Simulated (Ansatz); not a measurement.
**Au, a known structure type with other elements, at an estimated volume**

```yaml
crystal:
  lattice:
    - [0.00000, 2.14842, 2.14842]
    - [2.14842, 0.00000, 2.14842]
    - [2.14842, 2.14842, 0.00000]
  atoms:
    - { symbol: Au, position: [0.00000, 0.00000, 0.00000] }
```

The numbers come from plane-wave PAW DFT (Ansatz): PBE, no spin polarisation, 420 eV, 13×13×13 Γ-centred k points, fermi-dirac occupations (width 0.1 eV). Nothing was relaxed.

Q: Describe some of the short contacts.

A: Au–Au at 3.04 Å: least valence density 0.21 e/Å³ and ELF 0.18 there. These are pseudo-fields; inside the PAW spheres they differ from the all-electron ones.

Q: Metal or insulator?

A: It is a metal, with about 0.32 states/eV a cell as the mean within 0.25 eV of the Fermi level.

Q: What does the stress say?

A: The pressure is -10.2 GPa (compression positive), so with the atoms held at these fractions the cell would first shrink.

Origin: a known structure type with other elements, at an estimated volume, so it need not be a known compound.
